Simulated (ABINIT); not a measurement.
# AlN (F-43m) in ABINIT: notebook, part 2 of 2

ABINIT 10.8.3 (patched build).

## Step 3: Equation of state, PBEsol

Contents of run.abi:

```
# Datasets: one volume each
ndtset 7
getwfk -1
scalecart1 3*0.9795861087
scalecart2 3*0.9864848297
scalecart3 3*0.9932883884
scalecart4 3*1.0000000000
scalecart5 3*1.0066227096
scalecart6 3*1.0131594038
scalecart7 3*1.0196128224

# Pseudopotentials
pp_dirpath "./"
pseudos "Al.GGA_PBE-JTH.xml, N.GGA_PBE-JTH.xml"

# Structure
acell 3*1.0
rprim
     0.0000000000     4.1271496856     4.1271496856
     4.1271496856     0.0000000000     4.1271496856
     4.1271496856     4.1271496856     0.0000000000
ntypat 2
znucl 13 7
natom 2
typat 1 2
xred
     0.0000000000     0.0000000000     0.0000000000
     0.2500000000     0.2500000000     0.2500000000

# Plane-wave basis
ecut 25.0
pawecutdg 47.0

# k points
kptopt 1
ngkpt 10 10 10
nshiftk 1
shiftk 0.0 0.0 0.0

# Exchange and correlation
ixc -116133

# Bands and occupations
nband 8
occopt 3
tsmear 0.05 eV

# SCF cycle
nstep 100
tolvrs 1.0e-9

# Output
iomode 3
prtwf 1
prtden 0
prteig 0
prtebands 0
enunit 1
```

Potentials or basis: JTH PAW PBE v2.0.

On the command line:

```
> abinit run.abi > log 2>&1
```

run.abo:

```text
.Version 10.8.3 of ABINIT
 DATASET    1 : space group F-4 3 m (#216); Bravais cF (face-center cubic)
================================================================================
 Values of the parameters that define the memory need for DATASET  1.
     intxc =       0    ionmov =       0      iscf =      17    lmnmax =       8
     lnmax =       4     mgfft =      27  mpssoang =       2    mqgrid =    3001
     natom =       2  nloc_mem =       2    nspden =       1   nspinor =       1
    nsppol =       1      nsym =      24    n1xccc =       1    ntypat =       2
    occopt =       3   xclevel =       2
       mpw =         804          nfft =       19683          nkpt =          47
 PAW method is used; the additional fine FFT grid is defined by:
   mgfftf=        36    nfftf =     46656
================================================================================
================================================================================
[... 71 lines left out ...]
 DATASET    7 : space group F-4 3 m (#216); Bravais cF (face-center cubic)
================================================================================
 Values of the parameters that define the memory need for DATASET  7.
     intxc =       0    ionmov =       0      iscf =      17    lmnmax =       8
     lnmax =       4     mgfft =      30  mpssoang =       2    mqgrid =    3001
     natom =       2  nloc_mem =       2    nspden =       1   nspinor =       1
    nsppol =       1      nsym =      24    n1xccc =       1    ntypat =       2
    occopt =       3   xclevel =       2
       mpw =         908          nfft =       27000          nkpt =          47
 PAW method is used; the additional fine FFT grid is defined by:
   mgfftf=        40    nfftf =     64000
================================================================================
================================================================================

--------------------------------------------------------------------------------
------------- Echo of variables that govern the present computation ------------
--------------------------------------------------------------------------------
 -outvars: echo values of preprocessed input variables --------
            acell      1.0000000000E+00  1.0000000000E+00  1.0000000000E+00 Bohr
              amu      2.69815390E+01  1.40067400E+01
             ecut      2.50000000E+01 Hartree
[... 157 lines left out ...]

  -4.47066277E+00                                ecore*ucvol(ha*bohr**3)
--------------------------------------------------------------------------------

================================================================================

--- !BeginCycle
iteration_state: {dtset: 1, }
solver: {iscf: 17, nstep: 100, nline: 4, wfoptalg: 10, }
tolerances: {tolvrs: 1.00E-09, }
...
[... 1223 lines left out ...]
-Cartesian components of stress tensor (GPa)         [Pressure= -8.6590E+00 GPa]
- sigma(1 1)=  8.65900046E+00  sigma(3 2)=  0.00000000E+00
- sigma(2 2)=  8.65900046E+00  sigma(3 1)=  0.00000000E+00
- sigma(3 3)=  8.65900046E+00  sigma(2 1)=  0.00000000E+00

== END DATASET(S) ==============================================================
================================================================================

 -outvars: echo values of variables after computation  --------
            acell      1.0000000000E+00  1.0000000000E+00  1.0000000000E+00 Bohr
           etotal1    -1.2196857458E+01
           etotal2    -1.2198241674E+01
           etotal3    -1.2199134796E+01
           etotal4    -1.2199593955E+01
           etotal5    -1.2199642589E+01
           etotal6    -1.2199324589E+01
           etotal7    -1.2198675666E+01
            fcart1    -0.0000000000E+00 -0.0000000000E+00 -0.0000000000E+00
                      -0.0000000000E+00 -0.0000000000E+00 -0.0000000000E+00
            fcart2    -0.0000000000E+00 -0.0000000000E+00 -0.0000000000E+00
                      -0.0000000000E+00 -0.0000000000E+00 -0.0000000000E+00
            fcart3    -1.8473368254E-29 -1.6420771781E-29  5.1314911817E-29
                       1.8473368254E-29  1.6420771781E-29 -5.1314911817E-29
            fcart4     6.3713132575E-32  6.3713132575E-32 -1.9113939772E-31
                      -6.3713132575E-32 -6.3713132575E-32  1.9113939772E-31
            fcart5     1.0759972365E-30  1.0759972365E-30 -3.2279917096E-30
                      -1.0759972365E-30 -1.0759972365E-30  3.2279917096E-30
[... 38 lines left out ...]
                       0.0000000000E+00  0.0000000000E+00  0.0000000000E+00
           xangst1     0.0000000000E+00  0.0000000000E+00  0.0000000000E+00
                       1.0697048755E+00  1.0697048755E+00  1.0697048755E+00
           xangst2     0.0000000000E+00  0.0000000000E+00  0.0000000000E+00
                       1.0772382566E+00  1.0772382566E+00  1.0772382566E+00
           xangst3     0.0000000000E+00  0.0000000000E+00  0.0000000000E+00
                       1.0846677208E+00  1.0846677208E+00  1.0846677208E+00
           xangst4     0.0000000000E+00  0.0000000000E+00  0.0000000000E+00
                       1.0919967791E+00  1.0919967791E+00  1.0919967791E+00
           xangst5     0.0000000000E+00  0.0000000000E+00  0.0000000000E+00
                       1.0992287566E+00  1.0992287566E+00  1.0992287566E+00
           xangst6     0.0000000000E+00  0.0000000000E+00  0.0000000000E+00
                       1.1063668056E+00  1.1063668056E+00  1.1063668056E+00
           xangst7     0.0000000000E+00  0.0000000000E+00  0.0000000000E+00
                       1.1134139180E+00  1.1134139180E+00  1.1134139180E+00
             xred      0.0000000000E+00  0.0000000000E+00  0.0000000000E+00
                       2.5000000000E-01  2.5000000000E-01  2.5000000000E-01
 Calculation completed.
```

Wall time 72 s (1 thread of Arm Neoverse V2, shared host); peak memory 0.13 GiB.

What came out:

```yaml
Equilibrium_volume: 10.55 Å³/atom
Bulk_modulus: 201 GPa
Pressure_derivative_of_the_bulk_modulus: 3.7
```

Energy against volume, from the lowest point:
```tsv
volume (Å³/atom)	energy (meV/atom)
9.792	37.89
10.001	19.06
10.209	6.91
10.417	0.66
10.626	0.00
10.834	4.33
11.042	13.16
```

Caveat: the cutoff is too short for stress, so the log's stress isn't used; pressures at fixed basis lie under the slope of the energies; the PAW data sets were made with another functional, which shifts forces and pressure a little.

## Step 4: Equation of state, BP86+D3

Contents of run.abi:

```
ndtset 7
getwfk -1
scalecart1 3*0.9795861087
scalecart2 3*0.9864848297
scalecart3 3*0.9932883884
scalecart4 3*1.0000000000
scalecart5 3*1.0066227096
scalecart6 3*1.0131594038
scalecart7 3*1.0196128224

pp_dirpath "./"
pseudos "Al.GGA_PBE-JTH.xml, N.GGA_PBE-JTH.xml"

acell 3*1.0 Angstrom
rprim
     0.0000000000     2.1839935596     2.1839935596
     2.1839935596     0.0000000000     2.1839935596
     2.1839935596     2.1839935596     0.0000000000
ntypat 2
znucl 13 7
natom 2
typat 1 2
xred
     0.0000000000     0.0000000000     0.0000000000
     0.2500000000     0.2500000000     0.2500000000

ecut 25.0
pawecutdg 47.0

kptopt 1
ngkpt 10 10 10
nshiftk 1
shiftk 0.0 0.0 0.0

ixc -106132
vdw_xc 6

nband 8
occopt 3
tsmear 0.05 eV

nstep 100
tolvrs 1.0e-9

iomode 3
prtwf 1
prtden 0
prteig 0
prtebands 0
enunit 2
```

Potentials or basis: JTH PAW PBE v2.0.

On the command line:

```
> abinit run.abi > log 2>&1
```

run.abo:

```text
.Version 10.8.3 of ABINIT
 DATASET    1 : space group F-4 3 m (#216); Bravais cF (face-center cubic)
================================================================================
 Values of the parameters that define the memory need for DATASET  1.
     intxc =       0    ionmov =       0      iscf =      17    lmnmax =       8
     lnmax =       4     mgfft =      27  mpssoang =       2    mqgrid =    3001
     natom =       2  nloc_mem =       2    nspden =       1   nspinor =       1
    nsppol =       1      nsym =      24    n1xccc =       1    ntypat =       2
    occopt =       3   xclevel =       2
       mpw =         804          nfft =       19683          nkpt =          47
 PAW method is used; the additional fine FFT grid is defined by:
   mgfftf=        36    nfftf =     46656
================================================================================
================================================================================
[... 71 lines left out ...]
 DATASET    7 : space group F-4 3 m (#216); Bravais cF (face-center cubic)
================================================================================
 Values of the parameters that define the memory need for DATASET  7.
     intxc =       0    ionmov =       0      iscf =      17    lmnmax =       8
     lnmax =       4     mgfft =      30  mpssoang =       2    mqgrid =    3001
     natom =       2  nloc_mem =       2    nspden =       1   nspinor =       1
    nsppol =       1      nsym =      24    n1xccc =       1    ntypat =       2
    occopt =       3   xclevel =       2
       mpw =         908          nfft =       27000          nkpt =          47
 PAW method is used; the additional fine FFT grid is defined by:
[... 1482 lines left out ...]
            acell      1.8897261259E+00  1.8897261259E+00  1.8897261259E+00 Bohr
           etotal1    -1.2246473273E+01
           etotal2    -1.2247652022E+01
           etotal3    -1.2248338598E+01
           etotal4    -1.2248587240E+01
           etotal5    -1.2248425418E+01
           etotal6    -1.2247899671E+01
           etotal7    -1.2247050269E+01
            fcart1     4.1626156657E-30  4.1626156657E-30 -1.2487846997E-29
                      -4.1626156657E-30 -4.1626156657E-30  1.2487846997E-29
            fcart2    -0.0000000000E+00 -0.0000000000E+00 -0.0000000000E+00
                      -0.0000000000E+00 -0.0000000000E+00 -0.0000000000E+00
            fcart3    -3.2841543541E-29 -3.2841543541E-29  9.8524630622E-29
                       3.2841543541E-29  3.2841543541E-29 -9.8524630622E-29
            fcart4    -3.3130828916E-30  8.9198385544E-31  1.5291151808E-30
                       3.3130828916E-30 -8.9198385544E-31 -1.5291151808E-30
            fcart5     1.0127032808E-30  1.0127032808E-30 -3.0381098423E-30
                      -1.0127032808E-30 -1.0127032808E-30  3.0381098423E-30
[... 38 lines left out ...]
                       0.0000000000E+00  0.0000000000E+00  0.0000000000E+00
           xangst1     0.0000000000E+00  0.0000000000E+00  0.0000000000E+00
                       1.0697048762E+00  1.0697048762E+00  1.0697048762E+00
           xangst2     0.0000000000E+00  0.0000000000E+00  0.0000000000E+00
                       1.0772382574E+00  1.0772382574E+00  1.0772382574E+00
           xangst3     0.0000000000E+00  0.0000000000E+00  0.0000000000E+00
                       1.0846677215E+00  1.0846677215E+00  1.0846677215E+00
           xangst4     0.0000000000E+00  0.0000000000E+00  0.0000000000E+00
                       1.0919967798E+00  1.0919967798E+00  1.0919967798E+00
           xangst5     0.0000000000E+00  0.0000000000E+00  0.0000000000E+00
                       1.0992287574E+00  1.0992287574E+00  1.0992287574E+00
           xangst6     0.0000000000E+00  0.0000000000E+00  0.0000000000E+00
                       1.1063668064E+00  1.1063668064E+00  1.1063668064E+00
           xangst7     0.0000000000E+00  0.0000000000E+00  0.0000000000E+00
                       1.1134139187E+00  1.1134139187E+00  1.1134139187E+00
             xred      0.0000000000E+00  0.0000000000E+00  0.0000000000E+00
                       2.5000000000E-01  2.5000000000E-01  2.5000000000E-01
 Calculation completed.
```

It took 65 s on 1 thread of Arm Neoverse V2, shared host; peak memory 0.13 GiB.

Results:

- Equilibrium volume: 10.44 Å³/atom
- Bulk modulus: 209 GPa
- Pressure derivative of the bulk modulus: 4.0

Energy against volume, from the lowest point:
| volume (Å³/atom) | energy (meV/atom) |
| --- | --- |
| 9.792 | 28.76 |
| 10.001 | 12.72 |
| 10.209 | 3.38 |
| 10.417 | 0.00 |
| 10.626 | 2.20 |
| 10.834 | 9.35 |
| 11.042 | 20.91 |

Caveat: the cutoff is too short for stress, so the log's stress isn't used; pressures at fixed basis lie under the slope of the energies; the PAW data sets were made with another functional, which shifts forces and pressure a little.

## Step 5: Band structure, LDA

Contents of run.abi:

```
ndtset 2

pp_dirpath "./"
pseudos "Al.upf, N.upf"

acell 5.8366710593 5.8366710593 5.8366710593
rprim
     0.0000000000     0.7071067812     0.7071067812
     0.7071067812     0.0000000000     0.7071067812
     0.7071067812     0.7071067812     0.0000000000
ntypat 2
znucl 13 7
natom 2
typat 1 2
xred
     0.0000000000     0.0000000000     0.0000000000
     0.2500000000     0.2500000000     0.2500000000

ecut 1142.878222 eV

ixc 7

occopt 3
tsmear 0.00183747

nstep 100

iomode 3
prtwf 0
prteig 0
prtebands 0
enunit 2
prtden1 1

kptopt1 1
ngkpt1 10 10 10
nshiftk1 1
shiftk1 0.0 0.0 0.0
nband1 8
tolvrs1 1.0e-10

iscf2 -2
getden2 1
nband2 12
nbdbuf2 2
tolwfr2 1.0e-12
kptopt2 -9
ndivsm2 5
prteig2 1
kptbounds2
     0.0000000000     0.0000000000     0.0000000000
     0.5000000000     0.0000000000     0.5000000000
     0.5000000000     0.2500000000     0.7500000000
     0.3750000000     0.3750000000     0.7500000000
     0.0000000000     0.0000000000     0.0000000000
     0.5000000000     0.5000000000     0.5000000000
     0.6250000000     0.2500000000     0.6250000000
     0.5000000000     0.2500000000     0.7500000000
     0.5000000000     0.5000000000     0.5000000000
     0.3750000000     0.3750000000     0.7500000000
```

Potentials or basis: PseudoDojo NC SR LDA v0.4 stringent.

On the command line:

```
> abinit run.abi > log 2>&1
```

Run time: 42 s. Hardware: 1 thread of Arm Neoverse V2, shared host; peak memory 0.11 GiB.

The run converged. Its results:

```
Free energy                                           : -349.4425 eV
Pressure                                              : -4.8 GPa
Band gap on the k mesh                                : 3.26 eV, indirect (least direct gap 4.24 eV)
Band gap along the path                               : 3.26 eV, indirect (least direct gap 4.24 eV)
Valence electrons inside the program's atomic spheres : Al 1.12; N 5.34
```

Levels at the corners of the path, in eV from the valence-band top:
```
point  band 2  band 3  band 4  band 5  band 6  band 7
    Γ    0.00    0.00    0.00    4.24   12.36   12.36
    X   -4.95   -1.80   -1.80    3.26    8.44   13.72
    W   -3.83   -3.48   -2.73    5.98   11.28   11.84
    K   -4.30   -3.67   -1.39    5.09    9.95   12.86
    Γ    0.00    0.00    0.00    4.24   12.36   12.36
    L   -5.91   -0.49   -0.49    7.28    9.77   11.01
    U   -4.30   -3.67   -1.39    5.09    9.95   12.86
    W   -3.83   -3.48   -2.73    5.98   11.28   11.84
    L   -5.91   -0.49   -0.49    7.28    9.77   11.01
    K   -4.30   -3.67   -1.39    5.09    9.95   12.86
```

LDA gaps usually lie below the measured ones, often by a third to a half.

## Step 6: Overview

```tsv
task	level	potentials or basis	cutoff (eV)	fine-grid cutoff	gap on the mesh (eV)	pressure (GPa)	V0 of scaled cells (Å³/atom)	B0 (GPa)
band structure	LDA-Teter	PseudoDojo NC SR LDA v0.4.1 standard	1143	-	3.26	-4.7	-	-
equation of state	PBEsol	JTH PAW PBE v2.0	680	1278.94 eV	-	-	10.55	201
equation of state	BP86+D3	JTH PAW PBE v2.0	680	1278.94 eV	-	-	10.44	209
band structure	LDA	PseudoDojo NC SR LDA v0.4 stringent	1143	-	3.26	-4.8	-	-
```

Alike in all rows: no spin polarisation; cell as given; k mesh 10 × 10 × 10; smearing fermi-dirac 0.05 eV.

Caveats: pressures at fixed basis lie under the slope of the energies (some runs); the PAW data sets were made with another functional, which shifts forces and pressure a little (some runs).

Total energies depend on the potentials used, so only differences within one code and one set of settings carry meaning.
